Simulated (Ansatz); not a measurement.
Bulk crystal (InSb) after relaxation:

```
In Sb
1.0
     0.00000    3.27758    3.27758
     3.27758    0.00000    3.27758
     3.27758    3.27758    0.00000
In Sb
1 1
Direct
  0.00000 0.00000 0.00000
  0.75000 0.75000 0.75000
```

Miller indices refer to the conventional cell of F-43m (No. 216), a = 6.555 Å, b = 6.555 Å, c = 6.555 Å, α = 90.00°, β = 90.00°, γ = 90.00°.

The (100) slab of 9 planes, 13.1 Å thick with 15 Å of vacuum as cut; outer planes Sb (top) and Sb (bottom).

Theory: DFT r2SCAN, scalar-relativistic, plane waves, PAW (Ansatz). Cutoff 500 eV; k points 8×8×1 on the computed 9-atom cell (Γ-centred); Gaussian smearing, width 0.10 eV; no spin polarisation. A dipole correction removes the field between periodic images along c.

The slab isn't stoichiometric (In4Sb5), so its surface energy depends on the chemical potentials; it is given with the excess atoms taken from the element's standard state, a limit at which the compound may itself be unstable, so the figure can be too low. The work function read from the bulk's Fermi level differs by 0.32 eV, so the slab's middle doesn't match the bulk reference (too thin, or relaxed to another structure or magnetic state).

Results for the relaxed slab:

```yaml
Surface_energy_with_the_excess_atoms_taken_from_the_elements: 1.11 J/m²
Work_function: 5.51 eV
```

Relaxation lowers the energy by 0.003 J/m² a face; the largest move is 0.036 Å.

| plane (bottom to top) | atoms | spacing to next, bulk (Å) | relaxed (Å) | change (%) |
| --- | --- | --- | --- | --- |
| 1 | Sb | 1.639 | 1.628 | -0.6 |
| 2 | In | 1.639 | 1.681 | +2.6 |
| 3 | Sb | 1.639 | 1.621 | -1.1 |
| 4 | In | 1.639 | 1.649 | +0.6 |
| 5 | Sb | 1.639 | 1.649 | +0.6 |
| 6 | In | 1.639 | 1.621 | -1.1 |
| 7 | Sb | 1.639 | 1.681 | +2.6 |
| 8 | In | 1.639 | 1.628 | -0.6 |
| 9 | Sb |  |  |  |

Spin-orbit coupling is left out, which matters for the bands of heavy elements.